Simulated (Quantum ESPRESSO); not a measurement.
Ti:

```xyz
1
Lattice="0.0000 2.0300 2.0300 2.0300 0.0000 2.0300 2.0300 2.0300 0.0000" Properties=species:S:1:pos:R:3 pbc="T T T"
Ti    0.0000    0.0000    0.0000
```

This isn't the form of Ti at room conditions, which is hcp.

* Program: Quantum ESPRESSO 7.5
* Task: phonons and electron-phonon coupling
* Functional: LDA
* Potentials or basis: GBRV 1.5 LDA
* Cutoff: 612 eV
* Density cutoff: 4898 eV
* k mesh: 12 × 12 × 12
* Occupations: methfessel-paxton, width 0.272 eV
* Spin: no spin polarisation
* Form of the LDA correlation: PZ81
* Mixing beta: 0.5
* Most SCF iterations: 120
* SCF threshold: 2e-10 Ry
* q mesh: 4 × 4 × 4

The cell and the atoms were relaxed first, to 16.02 Å³/atom (a = 2.829 Å, b = 2.829 Å, c = 2.829 Å, α = 60.00°, β = 60.00°, γ = 60.00°), and the response was taken there.

Problem. What are the zero-point energy, and the vibrational entropy and heat capacity at 298.15 K?

Solution. Zero-point energy 28.5 meV/atom; entropy 4.16 k_B/atom (34.6 J/(K·mol of atoms)); Cv 2.86 k_B/atom, 95 % of the classical limit. These are harmonic values without the electrons' part.

Phonon frequencies at the corners of the path (cm⁻¹, interpolated; i marks imaginary ones):
```csv
point,frequencies
Γ,0 0 0
X,165 165 249
W,145 222 222
K,140 190 218
L,76 76 193
U,140 190 218
```

Harmonic thermodynamics per atom at this volume (zero-point energy 28.5 meV, Debye temperature from the second moment 297 K):
| T (K) | free energy (meV) | entropy (k_B) | heat capacity Cv (k_B) |
| --- | --- | --- | --- |
| 50 | 28.0 | 0.37 | 0.87 |
| 100 | 24.3 | 1.38 | 2.02 |
| 200 | 4.8 | 3.05 | 2.69 |
| 298.15 | -26.0 | 4.16 | 2.86 |
| 500 | -112.4 | 5.66 | 2.95 |
| 800 | -278.2 | 7.06 | 2.98 |

Phonon states per cell in windows of 20 cm⁻¹ (negative: imaginary):
| from (cm⁻¹) | total |
| --- | --- |
| 0 | 0.00 |
| 20 | 0.01 |
| 40 | 0.04 |
| 60 | 0.17 |
| 80 | 0.26 |
| 100 | 0.30 |
| 120 | 0.38 |
| 140 | 0.32 |
| 160 | 0.28 |
| 180 | 0.83 |
| 200 | 0.31 |
| 220 | 0.10 |
| 240 | 0.01 |

Caveat: λ from interpolated matrix elements is rough: modes that symmetry makes equal can differ by tens of percent.
